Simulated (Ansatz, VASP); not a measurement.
## Two plane-wave programs on ZnO (zincite)

```xyz
4
Lattice="3.2301 0.0000 0.0000 -1.6150 2.7973 0.0000 0.0000 0.0000 5.2141" Properties=species:S:1:pos:R:3 pbc="T T T"
Zn    0.0000    1.8649    2.6072
Zn    1.6150    0.9324    0.0002
O     1.6150    0.9324    1.9760
O     0.0000    1.8649    4.5831
```

Alike in both runs: task single point; functional PBEsol; k mesh 9 × 9 × 6; occupations gaussian, width 0.02 eV; no spin polarisation.

|  | VASP | Ansatz |
| --- | --- | --- |
| version | VASP 6.6.1 | Ansatz 0.2.0 |
| potentials or method | VASP PAW PBE potentials, release 64 (Zn, O) | scalar-relativistic, plane waves, PAW |
| plane-wave cutoff (eV) | 520 | 420 |
| valence electrons in the cell | 36 | 36 |

```tsv
	VASP	Ansatz	Ansatz less VASP
gap on the k mesh at the Fermi level (eV)	0.69	0.70	+0.015
least direct gap on the mesh (eV)	0.69	0.70	+0.015
pressure (GPa)	0.8	0.0	-0.77
```

Caveats: the PAW data sets were made with another functional, which shifts forces and pressure a little (VASP).
